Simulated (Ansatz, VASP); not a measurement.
## One calculation of Al2Pt, two programs

File INCAR:

```
ALGO = Normal
EDIFF = 1E-6
ENCUT = 520
GGA = PE
ISIF = 2
ISMEAR = 0
LASPH = T
LCHARG = F
LREAL = F
LWAVE = F
NBANDS = 15
NELM = 100
PREC = Accurate
SIGMA = 0.1
```

The input KPOINTS:

```
k-points
0
Gamma
  6 6 6
```

File POSCAR:

```
Al2Pt
1.0
    0.0000000000      2.9550000000      2.9550000000
    2.9550000000      0.0000000000      2.9550000000
    2.9550000000      2.9550000000      0.0000000000
Al Pt
2 1
Direct
    0.2500000000      0.2500000000      0.2500000000
    0.7500000000      0.7500000000      0.7500000000
    0.0000000000      0.0000000000      0.0000000000
```

Input for Ansatz:

```yaml
crystal:
  lattice:
    - [0.0, 2.955, 2.955]
    - [2.955, 0.0, 2.955]
    - [2.955, 2.955, 0.0]
  atoms:
    - { symbol: Al, position: [0.25, 0.25, 0.25] }
    - { symbol: Al, position: [0.75, 0.75, 0.75] }
    - { symbol: Pt, position: [0.0, 0.0, 0.0] }
basis:
  ecutwfc: 420
kpoints:
  mp_grid: { grid: [6, 6, 6] }
hamiltonian:
  xc: pbe
scf:
  occupations: { method: gaussian, width: 0.1 }
output:
  forces: true
  stress: true
  eigenvalues: true
```

Alike in both runs: task single point; functional PBE; k mesh 6 × 6 × 6; occupations gaussian, width 0.1 eV; no spin polarisation.

```csv
,VASP,Ansatz
version,VASP 6.6.1,Ansatz 0.2.0
potentials or method,"VASP PAW PBE potentials, release 64 (Al, Pt)","scalar-relativistic, plane waves, PAW"
plane-wave cutoff (eV),520,420
valence electrons in the cell,16,24
```

```csv
,VASP,Ansatz,Ansatz less VASP
gap on the k mesh at the Fermi level (eV),none,none,-
pressure (GPa),2.2,2.4,+0.17
```

A gap of «none» marks a metal or a gap that the smearing closes. The two sets of potentials don't hold the same shells in valence.

The runs have no spin-orbit coupling, so splittings on Pt are missing.
